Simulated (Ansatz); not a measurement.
# CaSe under changes of volume

One of the cells (35.937 Å³/atom); the others are scaled copies at fixed shape and fractional positions:

```
Se Ca
1.0
     0.00000    3.30000    3.30000
     3.30000    0.00000    3.30000
     3.30000    3.30000    0.00000
Se Ca
1 1
Direct
  0.25000 0.25000 0.25000
  0.00000 0.00000 0.00000
```

The cell comes from a database or a generator and needn't be the stable form of this composition.

| Quantity | Value |
| --- | --- |
| Program | Ansatz 0.2.0 |
| Functional | PBE |
| Potentials or basis | Ansatz PAW |
| Cutoff | 420 eV (not typed: the program's choice for these potentials) |
| k mesh | 7 × 7 × 7 |
| Occupations | fermi-dirac, width 0.05 eV |
| Spin | no spin polarisation |

| volume (Å³/atom) | energy over the lowest point (meV/atom) | pressure (GPa) | gap on the mesh (eV) |
| --- | --- | --- | --- |
| 33.781 | ? | ? | ? |
| 34.500 | 4.61 | 1.2 | 3.27 |
| 35.218 | 0.72 | 0.5 | 3.21 |
| 35.937 | 0.00 | -0.2 | 3.15 |
| 36.656 | 2.15 | -0.8 | 3.09 |
| 37.374 | 6.88 | -1.3 | 3.03 |
| 38.093 | 13.97 | -1.8 | 2.97 |

Problem. What does the run at 33.781 Å³/atom give?

Solution. Energy over the lowest point 12.00 meV/atom; pressure 2.1 GPa; gap on the mesh 3.34 eV.

Worked out: A Birch-Murnaghan fit of order 3 (a polynomial in V^(-2/3)) to the other rows has its minimum at 35.75 Å³/atom with B0 = V·E''(V) = 33 GPa and B' = 4.0. It gives 12.01 meV/atom at 33.781 Å³/atom, against the run's 12.00, and -dE/dV = 2.1 GPa, against 2.1. A straight line through the other rows of the gap, of slope -3.03 eV per unit of ln V, extrapolates to 3.34 eV, against the run's 3.34.

Energies are extrapolated to zero smearing.

Caveats: odd divisions of the mesh miss points on the zone boundary, where band edges often lie, so the gap on the mesh can be too wide.

A mesh can miss the band edges. Spin-orbit coupling on Se is left out.
